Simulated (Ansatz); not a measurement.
Write the native input for Ansatz 0.2.0 that does the following.

```
Task                : relaxation of cell and atoms
Functional          : rPW86-PBE
Potentials or basis : Ansatz PAW
Cutoff              : 420 eV (not typed: the program's choice for these potentials)
k mesh              : 7 × 7 × 7
Occupations         : fermi-dirac, width 0.05 eV
Spin                : no spin polarisation
```

SnTe:

```xyz
2
Lattice="0.0000 3.1509 3.1509 3.1509 0.0000 3.1509 3.1509 3.1509 0.0000" Properties=species:S:1:pos:R:3 pbc="T T T"
Te    3.1509    3.1509    3.1509
Sn    0.0000    0.0000    0.0000
```

These files were run (other wordings do the same):

input.yaml

```yaml
crystal:
  lattice:
    - [0.0, 3.15085, 3.15085]
    - [3.15085, 0.0, 3.15085]
    - [3.15085, 3.15085, 0.0]
  atoms:
    - { symbol: Te, position: [0.5, 0.5, 0.5] }
    - { symbol: Sn, position: [0.0, 0.0, 0.0] }
hamiltonian:
  xc: { exchange: rpw86, correlation: pbe }
  pseudopotentials: { kind: paw }
kpoints:
  mp_grid: { grid: [7, 7, 7] }
scf:
  occupations: { method: fermi_dirac, width: 0.05 }
output:
  forces: true
  stress: true
relax:
  f_tol: 0.01
  max_steps: 40
  cell: { stress_tol: 0.05 }
```

Potentials or basis: Ansatz PAW.

Run with:

```bash
$ ansatz run input.yaml --threads 2 --pin off --max-ram 5120MiB --backend cpu --events-out ev --progress --plain --runs-dir out
```

Results of the run:

The relaxed volume is 35.31 Å³/atom. The relaxed cell is a = 4.640 Å, b = 4.640 Å, c = 4.640 Å, α = 60.00°, β = 60.00°, γ = 60.00° and the space group after relaxing (to 0.05 Å) is Fm-3m (No. 225). The energy gained by relaxing is 63.2 meV/atom. The ionic steps are 5 and the pressure after relaxing is 0.0 GPa.

Caveat: the plane-wave basis is chosen anew once the cell has moved, so the energies of steps on either side of that aren't comparable; the volume moved by +13 % from the deposited cell, more than functionals usually miss; the PAW data sets come from PBE, with cores solved anew for the run's functional, which leaves a small shift of forces and pressure.

Wall time 3.9 s on 2 threads of Arm Neoverse V2 (shared host), peak memory 0.35 GiB.
